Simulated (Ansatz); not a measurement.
# Stack of Hf2CO2 MXene under blue phosphorene, shifted by a third of the diagonal in a perpendicular field, part 3 of 3

Aim: how the stack of Hf2CO2 MXene under blue phosphorene, shifted by a third of the diagonal screens a field along its normal, and what the field does to its bands. A positive field points along +c.

Ansatz 0.2.0; plane-wave DFT, PBE-D3(BJ), Ansatz PAW.

So far, gap along the path (eV): step 3 (single point, field 0, start network) 0.948; step 4 (field 0.1 V/Å) 0.952.

### Step 5. Atoms held, field -0.1 V/Å

The input, input.yaml:

```yaml
crystal:
  lattice:
    - [3.2586689805, 0.0, 0.0]
    - [-1.6293344902, 2.8220901196, 0.0]
    - [0.0, 0.0, 26.8177141987]
  atoms:
    - { symbol: O, position: [0.3333333333, 0.6666666667, 0.3355990721] }
    - { symbol: Hf, position: [0.6666666667, 0.3333333333, 0.3706396297] }
    - { symbol: C, position: [0.0, 0.0, 0.4219361954] }
    - { symbol: Hf, position: [0.3333333333, 0.6666666667, 0.4732331461] }
    - { symbol: O, position: [0.6666666667, 0.3333333333, 0.508080874] }
    - { symbol: P, position: [0.0, 0.0, 0.6180748119] }
    - { symbol: P, position: [0.6666666667, 0.3333333333, 0.6644009279] }
kpoints:
  mp_grid: { grid: [18, 18, 1] }
  band_path:
    path: [[0, 0, 0], [0.5, 0, 0], [0.33333333, 0.33333333, 0], [0, 0, 0]]
    npoints: 16
hamiltonian:
  xc: pbe
  dispersion: d3bj
scf:
  occupations: { method: fermi_dirac, width: 0.02585 }
  convergence: { dr2_threshold: 1.0e-10 }
efield:
  axis: 3
  dipole_correction: true
  ramp_position: 0.9541
  ramp_width: 0.1014
  amplitude: -0.1
output:
  write_potential: true
  write_density: true
  volumetric_format: npy
```

Run with:

```console
> ansatz run input.yaml --threads 2 --pin off --max-ram 3072MiB --backend cpu --events-out ev --progress --plain --runs-dir out
```

Numbers of over 12 decimals in the logs are rounded to 6 here.

The program printed:

```text
[...]
Crystal: 7 atoms, lattice volume = 246.623 Å³
Basis set: ecut = 420 eV, 4913 PW (Γ)
Bands: 47, of which v1, the nominal top of the filled ones, is band 39 counted from 1 (38 counted from 0)
Symmetry: 6 space group operations
[...]
k-points: 37 of 324 (time reversal used)
[...]
k-point 0: bands = [... 35 lower, 1.2636, 1.2884, 2.1256, 2.1256, 4.3906, 4.3906, 4.7422, 5.2924, ... 4 higher]
  k-point 1: bands = [... 35 lower, 1.1436, 1.3064, 1.8399, 2.0007, 4.3986, 4.5453, 4.7846, 5.1508, ... 4 higher]
  k-point 2: bands = [... 35 lower, 0.8410, 1.1449, 1.3994, 1.7193, 4.2006, 4.7810, 4.9008, 5.0352, ... 4 higher]
  k-point 36: bands = [... 35 lower, -0.4086, -0.3543, -0.3188, -0.2288, 3.4006, 4.7259, 5.7127, 5.7567, ... 4 higher]
[key lines of the parts left out:]
SCF converged after 22 iterations
Free energy (F): -34347.791746 eV
Fermi energy:    2.582230 eV
Dipole field:    D = -0.039329 V/Å  (p = -0.053603 e·Å, saw-weighted, corrected)
```

Elapsed: 1.9 min, on 2 threads of Intel Xeon at 2.50GHz (Skylake/Cascade Lake), shared host; peak memory 0.78 GiB; 3.7 min of CPU time.

The dipole is -0.0536 e·Å, -0.0471 e·Å from its value without field, and the gap 0.940 eV.

### Step 6. Response, atoms held

This step: plane-wave DFT, PBE-D3(BJ), Ansatz PAW; response to a field along the normal, atoms held (Ansatz 0.2.0).

The dipoles give the slope, and the difference of two potentials shows where the field is screened.

This step gave:

* equivalent conductor thickness p/(ε₀AE): 9.261 Å
* distance between the outer atoms: 8.818 Å

Table of dipole of the cell by applied field:

```
applied field (V/Å)  dipole of the cell (e·Å)
            -0.1000                   -0.0536
             0.0000                  -0.00654
             0.1000                    0.0405
```

Local field over the applied field, running mean. From the potentials at -0.1 and 0.1 V/Å; running mean over 2.8 Å. Table of local field over applied field by z:

```
z (Å)  local field over applied field
  4.5                           1.000
  5.0                           0.999
  5.5                           0.996
  6.0                           0.987
  6.5                           0.961
  7.0                           0.897
  7.5                           0.784
  8.0                           0.642
  8.5                           0.487
  9.0                           0.341
  9.5                           0.213
 10.0                           0.126
 10.5                          0.0814
 11.0                          0.0694
 11.5                          0.0688
 12.0                          0.0736
 12.5                           0.106
 13.0                           0.170
 13.5                           0.260
 14.0                           0.336
 14.5                           0.375
 15.0                           0.370
 15.5                           0.327
 16.0                           0.241
 16.5                           0.145
 17.0                          0.0830
 17.5                          0.0927
 18.0                           0.178
 18.5                           0.317
 19.0                           0.482
 19.5                           0.644
 20.0                           0.792
 20.5                           0.900
 21.0                           0.958
 21.5                           0.984
 22.0                           0.994
 22.5                           0.998
```

Electrons, planar mean, per unit field. Table of induced electron density by z:

z (Å), induced electron density (e/Å³ per V/Å) and a bar from the least value:
```
      4.5    0.00000 ################
      5.0    0.00000 ################
      5.5    0.00001 ################
      6.0    0.00004 ################
      6.5    0.00013 ################
      7.0    0.00041 #################
      7.5    0.00120 #####################
      8.0    0.00277 ############################
      8.5    0.00321 ##############################
      9.0    0.00154 ######################
      9.5    0.00062 ##################
     10.0   -0.00008 ###############
     10.5    0.00060 ##################
     11.0    0.00020 ################
     11.5   -0.00004 ###############
     12.0   -0.00067 ############
     12.5    0.00001 ################
     13.0   -0.00020 ###############
     13.5   -0.00163 ########
     14.0   -0.00197 #######
     14.5   -0.00172 ########
     15.0    0.00090 ####################
     15.5    0.00275 ############################
     16.0    0.00178 ########################
     16.5    0.00079 ###################
     17.0    0.00062 ##################
     17.5   -0.00086 ############
     18.0   -0.00066 #############
     18.5   -0.00233 #####
     19.0   -0.00344 
     19.5   -0.00226 #####
     20.0   -0.00106 ###########
     20.5   -0.00044 ##############
     21.0   -0.00017 ###############
     21.5   -0.00006 ###############
     22.0   -0.00002 ###############
     22.5   -0.00001 ###############
```

The smaller of the gaps on the path and on the k-mesh, counted as 0 under 0.03 eV. Table of gap by applied field:

```
applied field (V/Å)  gap (eV)
            -0.1000     0.940
             0.0000     0.948
             0.1000     0.952
```

By hand: between -0.1 and 0.1 V/Å the dipole changes by 0.09413 e·Å, a slope of 0.4706 e·Å²/V. A perfect conductor of thickness t has p = ε₀AEt, so t = 180.95 × 0.4706 / 9.196 = 9.26 Å (e/ε₀ = 180.95 V·Å, A in Å²).

The induced dipole is that of a conductor 9.26 Å thick.

### Step 7. Summary of results

| Item | Value |
| --- | --- |
| gap without field | 0.948 eV |
| ionisation energy, upper face | 5.51 eV |
| electron affinity, upper face | 4.56 eV |
| step between the vacuum levels | 0.129 eV |
| equivalent conductor thickness, atoms held | 9.26 Å |

What this shows: The induced dipole equals that of a perfect conductor 9.26 Å thick, while the outer atoms lie 8.82 Å apart; an out-of-plane ε follows only once a thickness t is chosen, by 1 − 1/ε = 9.26 Å / t. The two faces differ: the vacuum level above lies 0.13 eV higher than the one below. The gap stays within 0.01 eV of 0.95 eV over the fields run, up to 0.1 V/Å in size. Semilocal functionals give gaps that are too small, and excitons are not included. Spin-orbit coupling is left out, which matters for the bands of elements this heavy. The MXene's terminations sit over the metal atoms of its far layer; the site over carbon or nitrogen, which some compounds prefer, was not run.

[Logs are printed without paths, hosts, clocks, repeated set-up lines and the standing remarks that a program may print on its own settings, such as how far it seeks lower states.]

[Hosts, paths, dates, database ids (printed as entryN), source tags and the programs' standing remarks are cut or masked in the printed files.]

[Maps of the electrostatic potential energy from Ansatz leave out the sawtooth potential of an applied field or a dipole correction, so their vacuum need not be flat; planar profiles and work functions include it.]
